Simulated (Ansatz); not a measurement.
## Rh in Ansatz: the effect of strain

Rh:

```
Rh
1.0
     2.73098    0.00000    0.00000
    -1.36549    2.36510    0.00000
     0.00000    0.00000    4.25135
Rh
2
Direct
  0.33333 0.66667 0.25000
  0.66667 0.33333 0.75000
```

This isn't the form of Rh at room conditions, which is fcc.

Alike in all runs:

* Program: Ansatz 0.2.0
* Task: single point
* Functional: PBEsol
* Potentials or basis: Ansatz PAW
* Cutoff: 420 eV (not typed: the program's choice for these potentials)
* k mesh: 9 × 9 × 5
* Occupations: fermi-dirac, width 0.05 eV
* Spin: no spin polarisation
* Kind of strain: uniaxial

Question: One run gave: pressure -21.0 GPa. Which strain did it use?
A. 0.04
B. 0.02
C. 0
D. -0.04
E. -0.02

Answer: A.

| strain | pressure (GPa) |
| --- | --- |
| -0.04 | -2.8 |
| -0.02 | -8.7 |
| -0.01 | -11.3 |
| 0 | -13.7 |
| 0.01 | -15.8 |
| 0.02 | -17.7 |
| 0.04 | -21.0 |

Caveats: the PAW data sets come from PBE, with cores solved anew for the run's functional, which leaves a small shift of forces and pressure.
